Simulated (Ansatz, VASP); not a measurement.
**One calculation of GaAs, two programs**

File INCAR:

```
PREC = Accurate
ENCUT = 520
EDIFF = 1E-6
ISMEAR = -1
SIGMA = 0.05
LREAL = False
LASPH = True
NELM = 100
ALGO = Normal
ISIF = 2
LWAVE = False
LCHARG = False
GGA = PE
NBANDS = 16
```

The input KPOINTS:

```
regular mesh
0
Gamma
  9 9 9
```

The input POSCAR:

```
GaAs
1.0
    0.0000000000      2.7313663052      2.7313663052
    2.7313663052      0.0000000000      2.7313663052
    2.7313663052      2.7313663052      0.0000000000
Ga As
1 1
Direct
    0.0000000000      0.0000000000      0.0000000000
    0.5000000000      0.5000000000      0.5000000000
```

Contents of input.yaml:

```yaml
crystal:
  lattice:
    - [0.0, 2.7313663052, 2.7313663052]
    - [2.7313663052, 0.0, 2.7313663052]
    - [2.7313663052, 2.7313663052, 0.0]
  atoms:
    - { symbol: Ga, position: [0.0, 0.0, 0.0] }
    - { symbol: As, position: [0.5, 0.5, 0.5] }
hamiltonian:
  xc: pbe
  pseudopotentials: { kind: paw }
kpoints:
  mp_grid: { grid: [9, 9, 9] }
scf:
  occupations: { method: fermi_dirac, width: 0.05 }
output:
  forces: true
  stress: true
  eigenvalues: true
```

The cell was built by a generator and needn't be a form met in nature.

Alike in both runs: task single point; functional PBE; k mesh 9 × 9 × 9; occupations fermi-dirac, width 0.05 eV; no spin polarisation.

|  | VASP | Ansatz |
| --- | --- | --- |
| version | VASP 6.6.1 | Ansatz 0.2.0 |
| potentials or method | VASP PAW PBE potentials, release 64 (Ga_d, As) | Ansatz PAW |
| plane-wave cutoff (eV) | 520 | 420 |
| valence electrons in the cell | 18 | 28 |

```csv
,VASP,Ansatz,Ansatz less VASP
gap on the k mesh at the Fermi level (eV),none,none,-
pressure (GPa),-2.4,-2.5,-0.15
```

A gap of «none» marks a metal or a gap that the smearing closes. The two sets of potentials don't hold the same shells in valence.
